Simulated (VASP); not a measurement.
**Pt: relaxation of cell and atoms with PBE**

Pt:

```
Pt
1.0
     0.00000    1.97869    1.97869
     1.97869    0.00000    1.97869
     1.97869    1.97869    0.00000
Pt
1
Cartesian
  0.0000 0.0000 0.0000
```

```json
{"Program": "VASP 6.6.1", "Task": "relaxation of cell and atoms", "Functional": "PBE", "Potentials or basis": "VASP PAW PBE potentials, release 64 (Pt)", "Cutoff": "520 eV", "k mesh": "4 × 4 × 4", "Occupations": "gaussian, width 0.1 eV", "Spin": "no spin polarisation", "Further INCAR settings": "ALGO = Fast; EDIFF = 1e-07; IBRION = 2; EDIFFG = -0.002; NSW = 80; ISIF = 3"}
```

The pressure after relaxing is 0.0 GPa and the band gap on the k mesh is none (metal or under the smearing width).

Final structure:
```
Pt
1.0
     0.00000    1.97869    1.97869
     1.97869    0.00000    1.97869
     1.97869    1.97869    0.00000
Pt
1
Cartesian
  0.0000 0.0000 0.0000
```

Levels at points of the mesh, in eV from the Fermi level:
```tsv
k point	band 2	band 3	band 4	band 5	band 6	band 7	band 8	band 9
(0.00, 0.00, 0.00)	-3.83	-3.83	-3.83	-1.75	-1.75	14.51	19.35	19.35
(0.50, 0.00, 0.00)	-3.88	-3.88	-0.55	-0.16	-0.16	5.44	14.08	18.60
(0.50, 0.50, 0.00)	-6.54	-0.18	0.26	0.26	1.64	8.40	11.12	11.12
```

It took 2.5 s on 1 thread of AMD EPYC 9R45 96-Core Processor (Zen 5) (shared host), peak memory 0.1 GiB.

Caveat: the k mesh is coarse (spacing up to 0.69 Å⁻¹), so the values aren't converged; the relaxation stopped at its first step, so nothing moved. The run has no spin-orbit coupling, so splittings on Pt are missing.
